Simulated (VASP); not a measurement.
Input of a VASP 6.6.1 run:

The input INCAR:

```
SYSTEM = AlN
PREC     = Accurate       ! precision mode
ENCUT    = 520            ! plane-wave cutoff, eV
EDIFF    = 1E-8           ! SCF threshold, eV
ISMEAR   = 0              ! smearing method
SIGMA    = 0.02           ! smearing width, eV
LREAL    = .FALSE.        ! projectors in reciprocal space
LASPH    = .TRUE.         ! aspherical terms in the spheres
NELM     = 100            ! most SCF steps
ALGO     = Normal         ! electronic algorithm
ISIF     = 2              ! what is computed and relaxed
LWAVE    = .FALSE.        ! write WAVECAR
LCHARG   = .FALSE.        ! write CHGCAR
METAGGA  = R2SCAN         ! meta-GGA
LMIXTAU  = .TRUE.       
NBANDS   = 16             ! bands
IBRION   = 6              ! ionic algorithm
NFREE    = 2            
POTIM    = 0.015          ! step
NSW      = 1              ! ionic steps
KPAR     = 4
```

Contents of KPOINTS:

```
regular mesh
0
G
  12 12 6
  0 0 0
```

The input POSCAR:

```
AlN                                     
1.0
    3.1049958030      0.0000000000      0.0000000000
   -1.5524979015      2.6890052420      0.0000000000
    0.0000000000      0.0000000000      4.9751431069
  Al              N             
     2     2
Direct
     0.3333333300000021    0.6666666699999979    0.9991628523928497
     0.6666666699999979    0.3333333300000021    0.4991628523928497
     0.3333333300000021    0.6666666699999979    0.3808371476071528
     0.6666666699999979    0.3333333300000021    0.8808371476071528
```

Potentials or basis: VASP PAW PBE potentials, release 64 (Al, N).

Run with:

```console
$ cat potpaw_PBE.64/Al/POTCAR potpaw_PBE.64/N/POTCAR > POTCAR
$ mpirun -np 4 vasp_std > vasp.out
```

(1) What does it give for the highest phonon frequency at Γ, LO-TO splitting left out?

Results:

(1) 743 cm⁻¹.
